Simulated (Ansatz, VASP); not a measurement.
Sn: VASP beside Ansatz

```
Sn
1.0
    -1.89465    1.89465    2.03675
     1.89465   -1.89465    2.03675
     1.89465    1.89465   -2.03675
Sn
1
Cartesian
  0.0000 0.0000 0.0000
```

Change from the starting cell: strain +0.0750 x Voigt [0, 0, 1, 0, 0, 0], atoms carried along.

Alike in both runs: task single point; functional PBE; dispersion D3(BJ); k mesh 18 × 18 × 18; occupations gaussian, width 0.15 eV; no spin polarisation.

```csv
,VASP,Ansatz
version,VASP 6.6.1,Ansatz 0.2.0
potentials or method,"VASP PAW PBE potentials, release 64 (Sn_d)","scalar-relativistic, plane waves, PAW"
plane-wave cutoff (eV),520,420
valence electrons in the cell,14,14
```

|  | VASP | Ansatz | Ansatz less VASP |
| --- | --- | --- | --- |
| gap on the k mesh at the Fermi level (eV) | none | none | - |
| pressure (GPa) | -4.3 | -4.2 | +0.09 |
| largest component of the traceless stress (GPa) | 0.42 | 0.42 | -0.002 |

A gap of «none» marks a metal or a gap that the smearing closes. The functional is the same, so the differences come from potentials, cutoffs and numerics.

Caveats: pairwise dispersion overbinds metals, which lowers pressure and volume.
